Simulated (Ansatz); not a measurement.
# InPd: the cost of one run

Program: Ansatz 0.2.0. Level of theory: DFT PBE, scalar-relativistic, plane waves, PAW. These are calculated values, not measurements.

## Step 1: The starting structure

It takes space group Pm-3m (No. 221, cubic). Conventional cell: a = 3.272 Å, b = 3.272 Å, c = 3.272 Å, α = 90.00°, β = 90.00°, γ = 90.00°. In (site symmetry m-3m) has 8 Pd at 2.83 Å as nearest neighbours. Pd (site symmetry m-3m) has 8 In at 2.83 Å as nearest neighbours.

As a file:

```
In Pd
1.0
     3.27188    0.00000    0.00000
     0.00000    3.27188    0.00000
     0.00000    0.00000    3.27188
In Pd
1 1
Direct
  0.00000 0.00000 0.00000
  0.50000 0.50000 0.50000
```

It goes back to an entry of the Materials Project, which need not be the stable form.

The cell is taken as given, not relaxed at this level.

## Step 2: The reference cell

The reference gives a free energy of -12571.6629 eV, pressure 3.68 GPa, largest force 0.000 eV/Å and gap on the mesh none (metal). It was computed beforehand with the settings of the runs below.

## Step 3: The scan: an energy map of one atom

Atom 2 (Pd) is moved by p along (0.707, 0.707, 0.000) and q along (0.000, 0.000, 1.000) (Å), all else fixed; its images in the other cells move with it. Points alike by symmetry are run once.

## Step 4: Point p = -0.450, q = -0.450

input.yaml reads:

```yaml
crystal:
  lattice:
    - [3.27188478, 0.0, 0.0]
    - [0.0, 3.27188478, 0.0]
    - [0.0, 0.0, 3.27188478]
  atoms:
    - { symbol: In, position: [0.0, 0.0, 0.0] }
    - { symbol: Pd, position: [0.4027477821, 0.4027477821, 0.3624645945] }
basis:
  ecutwfc: 420
kpoints:
  mp_grid: { grid: [14, 14, 14] }
hamiltonian:
  xc: pbe
scf:
  occupations: { method: gaussian, width: 0.15 }
output:
  forces: true
  stress: true
  eigenvalues: true
```

**Question.** How long does this run take on 1 thread of an x86-64 CPU, shared host, and how much memory does it need?

About 14 s, with a peak of 0.81 GiB.
